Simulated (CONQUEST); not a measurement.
Pb under changes of volume

One of the cells (30.323 Å³/atom); the others are scaled copies at fixed shape and fractional positions:

```
Pb
1.0
     3.50021    0.00000    0.00000
     0.00000    3.50021    0.00000
     0.00000    0.00000    4.95004
Pb
2
Direct
  0.00000 0.00000 0.00000
  0.50000 0.50000 0.50000
```

```yaml
Program: CONQUEST 1.3
Functional: PBE
Potentials_or_basis: PseudoDojo NC PBE, SZ, grid of 36 × 36 × 48 points
k_mesh: 8 × 8 × 6
Occupations: fermi-dirac, width 0.05 eV
Spin: no spin polarisation
```

```csv
volume (Å³/atom),energy over the lowest point (meV/atom),pressure (GPa)
28.503,154.12,11.3
29.110,114.80,9.6
29.716,81.49,8.1
30.323,54.39,6.4
30.929,32.21,5.4
31.535,?,?
32.142,0.00,3.2
```

Problem. What does the run at 31.535 Å³/atom give?

Solution. Energy over the lowest point 14.13 meV/atom; pressure 4.4 GPa.

Worked out: A Birch-Murnaghan fit of order 3 (a polynomial in V^(-2/3)) to the other rows has no minimum within the range. It gives 14.21 meV/atom at 31.535 Å³/atom, against the run's 14.13, and -dE/dV = 4.2 GPa, against 4.4.

Energies are extrapolated to zero smearing.

Caveats: the atomic basis is small; the basis of atomic orbitals isn't converged, which shifts pressures, moduli and gaps; the real-space grid breaks the cell's symmetry a little.
